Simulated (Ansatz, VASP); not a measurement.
## One calculation of FeO (Wuestite), two programs

```
CELL_PARAMETERS angstrom
0.00000 2.15540 2.15540
2.15540 0.00000 2.15540
2.15540 2.15540 0.00000
ATOMIC_POSITIONS crystal
Fe 0.00000 0.00000 0.00000
O 0.50000 0.50000 0.50000
```

Alike in both runs: task single point; functional PBEsol; k mesh 11 × 11 × 11; occupations fermi-dirac, width 0.05 eV; collinear spin.

```csv
,VASP,Ansatz
version,VASP 6.6.1,Ansatz 0.2.0
potentials or method,"VASP PAW PBE potentials, release 64 (Fe, O)",Ansatz PAW
plane-wave cutoff (eV),520,420
valence electrons in the cell,14,22
```

|  | VASP | Ansatz | Ansatz less VASP |
| --- | --- | --- | --- |
| gap on the k mesh at the Fermi level (eV) | none | none | - |
| pressure (GPa) | -8.2 | -8.5 | -0.29 |
| net moment per atom (μB) | 2.00 | 2.00 | 0.000 |
| size of the moment on the site where the two differ most (μB) | 3.61 | 3.44 | -0.170 |

Site moments also hang on the region over which each program counts them. A gap of «none» marks a metal or a gap that the smearing closes. With one functional, cell and mesh, what is left measures potentials, basis and numerics. The two sets of potentials don't hold the same shells in valence.

Caveats: a cell with one magnetic atom can't hold antiferromagnetic order, which such compounds often take; semilocal functionals often make such compounds metallic where correlation or magnetic order opens a gap, which also shifts bond lengths; the PAW data sets were made with another functional, which shifts forces and pressure a little (VASP); the pressure holds a Pulay correction of +0.7 GPa for the finite cutoff (Ansatz); the PAW data sets come from PBE, with cores solved anew for the run's functional, which leaves a small shift of forces and pressure (Ansatz).
